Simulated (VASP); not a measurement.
B: relaxation of cell and atoms with r2SCAN+rVV10

The system is B.

```
B
1.0
     2.44920    1.41404    4.17472
    -2.44920    1.41404    4.17472
     0.00000   -2.82809    4.17472
B
12
Direct
  0.00997 0.65429 0.00997
  0.00997 0.00997 0.65429
  0.65429 0.00997 0.00997
  0.34571 0.99003 0.99003
  0.99003 0.34571 0.99003
  0.99003 0.99003 0.34571
  0.22057 0.63163 0.22057
  0.22057 0.22057 0.63163
  0.63163 0.22057 0.22057
  0.36837 0.77943 0.77943
  0.77943 0.36837 0.77943
  0.77943 0.77943 0.36837
```

- Program: VASP 6.6.1
- Task: relaxation of cell and atoms
- Functional: r2SCAN
- Dispersion: rVV10
- Potentials or basis: VASP PAW PBE potentials, release 64 (B)
- Cutoff: 600 eV
- k mesh: 6 × 6 × 6
- Occupations: gaussian, width 0.02 eV
- Spin: no spin polarisation
- Further INCAR settings: ALGO = Normal; EDIFF = 1e-07; IBRION = 2; EDIFFG = -0.005; NSW = 90; ISIF = 3

* Relaxed volume: 7.21 Å³/atom
* Relaxed cell: a = 5.037 Å, b = 5.037 Å, c = 5.037 Å, α = 58.16°, β = 58.16°, γ = 58.16°
* Space group after relaxing (to 0.05 Å): R-3m (No. 166)
* Energy gained by relaxing: 0.1 meV/atom
* Ionic steps: 5
* Pressure after relaxing: 0.0 GPa
* Largest force after relaxing: 0.004 eV/Å
* Band gap on the k mesh: 1.59 eV, indirect (least direct gap 1.98 eV)

Forces on the atoms (eV/Å):
```
B    0.004 -0.002  0.001
B    0.000  0.004  0.001
B   -0.004 -0.002  0.001
B    0.004  0.002 -0.001
B   -0.004  0.002 -0.001
B    0.000 -0.004 -0.001
B    0.000  0.000  0.004
B    0.000  0.000  0.004
B    0.000  0.000  0.004
B    0.000  0.000 -0.004
B    0.000  0.000 -0.004
B    0.000  0.000 -0.004
```

The path:
| step | energy change (eV) | largest force (eV/Å) | pressure (GPa) | volume (Å³) |
| --- | --- | --- | --- | --- |
| 1 | 0.0000 | 0.0438 | -0.38 | 86.75 |
| 2 | -0.0004 | 0.0616 | 0.00 | 86.53 |
| 3 | -0.0006 | 0.0282 | -0.13 | 86.61 |
| 4 | -0.0006 | 0.0295 | 0.13 | 86.50 |
| 5 | -0.0006 | 0.0045 | 0.01 | 86.55 |

Final structure:
```xyz
12
Lattice="2.4481 1.4134 4.1689 -2.4481 1.4134 4.1689 0.0000 -2.8268 4.1689" Properties=species:S:1:pos:R:3 pbc="T T T"
B    -1.5771    0.9105    2.8103
B     0.0000   -1.8211    2.8103
B     1.5771    0.9105    2.8103
B    -1.5771   -0.9105    9.6965
B     1.5771   -0.9105    9.6965
B     0.0000    1.8211    9.6965
B    -1.0049    0.5802    4.4732
B     0.0000   -1.1604    4.4732
B     1.0049    0.5802    4.4732
B    -1.0049   -0.5802    8.0337
B     1.0049   -0.5802    8.0337
B     0.0000    1.1604    8.0337
```

Levels at points of the mesh, in eV from the valence-band top:
| k point | band 14 | band 15 | band 16 | band 17 | band 18 | band 19 | band 20 | band 21 | band 22 | band 23 |
| --- | --- | --- | --- | --- | --- | --- | --- | --- | --- | --- |
| (0.00, 0.00, 0.00) | -4.68 | -1.44 | -0.94 | -0.94 | -0.39 | 1.59 | 4.88 | 4.88 | 5.08 | 5.08 |
| (0.50, 0.00, 0.00) | -3.34 | -2.78 | -2.10 | -1.80 | -0.69 | 2.12 | 3.43 | 3.93 | 5.14 | 5.29 |
| (0.50, 0.50, 0.00) | -3.36 | -3.07 | -2.80 | -2.24 | -2.10 | 1.60 | 2.87 | 3.02 | 3.74 | 5.75 |
| (0.50, 0.50, 0.50) | -3.67 | -3.12 | -1.95 | -1.95 | 0.00 | 2.83 | 2.97 | 2.97 | 5.30 | 5.30 |

It took 14 min on 1 thread of Intel(R) Xeon(R) 6975P-C (Granite Rapids), on a shared host, peak memory 0.51 GiB.

Caveat: the PAW data sets were made with another functional, which shifts forces and pressure a little. A k mesh can miss the band edges.
